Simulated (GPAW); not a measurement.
Write an ASE script for GPAW 26.7.0 that does the following.

| Item | Value |
| --- | --- |
| Task | band structure |
| Functional | RPBE |
| Potentials or basis | the program's PAW data sets (release 1.2.1) made for this functional |
| Cutoff | 600 eV |
| Basis | pw |
| k mesh | 7 × 7 × 4 |
| Occupations | fermi-dirac, width 0.05 eV |
| Spin | spin-orbit coupling, no magnetisation |
| Maxiter | 150 |
| Band path | GMKGALHA,LM,KH |
| Band points | 60 |
| spin axis theta (degrees) | 0 |
| spin axis phi (degrees) | 0 |
| Soc after scf | second variation |

The structure of TaS2 lies in TaS2.xyz:

```xyz
3
Lattice="3.3500000000 0.0000000000 0.0000000000 -1.6750000000 2.9011851027 0.0000000000 0.0000000000 0.0000000000 5.8600000000" Properties=species:S:1:pos:R:3 pbc="T T T"
Ta     0.0000000000      0.0000000000      0.0000000000
S      1.6750000002      0.9670617008      4.3950000000
S     -0.0000000002      1.9341234019      1.4650000000
```

The input as run:

run.py

```python
import numpy as np
from ase.dft.bandgap import bandgap
from ase.io import read, write
from ase.units import GPa
from gpaw import GPAW, PW
from gpaw.spinorbit import soc_eigenstates

atoms = read('TaS2.xyz')

calc = GPAW(mode=PW(600),
            xc='RPBE',
            kpts={'size': (7, 7, 4), 'gamma': True},
            occupations={'name': 'fermi-dirac', 'width': 0.05},
            nbands=25,
            convergence={'density': 1e-05, 'energy': 1e-05},
            maxiter=150,
            txt='gpaw.txt')
atoms.calc = calc
energy = atoms.get_potential_energy()
forces = atoms.get_forces()
stress = atoms.get_stress()
calc.write('gs.gpw')
write('result.traj', atoms)
print(f'Energy: {energy:.6f} eV')
print('Forces (eV/A):')
print(forces.round(4))
print('Stress (GPa):', (stress / GPa).round(3))
print('Fermi level:', round(calc.get_fermi_level(), 4), 'eV')
print(f'Gap: {bandgap(calc)[0]:.4f} eV, direct: {bandgap(calc, direct=True)[0]:.4f} eV')

path = atoms.cell.bandpath('GMKGALHA,LM,KH', npoints=60, eps=1e-4)
bs_calc = calc.fixed_density(kpts=path, symmetry='off', nbands=39,
                             convergence={'bands': 'CBM+6.0', 'eigenstates': 1e-6}, txt='bands.txt')
bs = bs_calc.band_structure()
bs.write('bs.json')
print(f'Gap on the path: {bandgap(bs_calc)[0]:.4f} eV')

soc = soc_eigenstates(bs_calc, theta=0, phi=0)
np.savetxt('soc_bands.dat', soc.eigenvalues(), fmt='%.4f')
mesh = soc_eigenstates('gs.gpw', theta=0, phi=0)
np.savetxt('soc_mesh.dat', mesh.eigenvalues(), fmt='%.4f')
print('Fermi level with spin-orbit coupling:', round(mesh.fermi_level, 4), 'eV')
```

Potentials or basis: the program's PAW data sets (release 1.2.1) made for this functional, pw.

Command:

```bash
$ OMP_NUM_THREADS=1 python run.py
```

It gave:

```json
{"Pressure": "12.4 GPa", "Largest force": "1.369 eV/Å", "Band gap along the path": "none (metal or under the smearing width)"}
```

Caveat: spin-orbit coupling was added after a scalar SCF, so levels and gaps hold it while energy, forces, pressure and moments don't; this program's spin-orbit splittings come out too wide for heavy elements; this functional lacks dispersion, which binds the layers, so the pressure and a relaxed spacing across them are unreliable.

Run time: 46 s on 1 thread of Arm Neoverse V2, with other jobs on the host, peak memory 0.33 GiB.
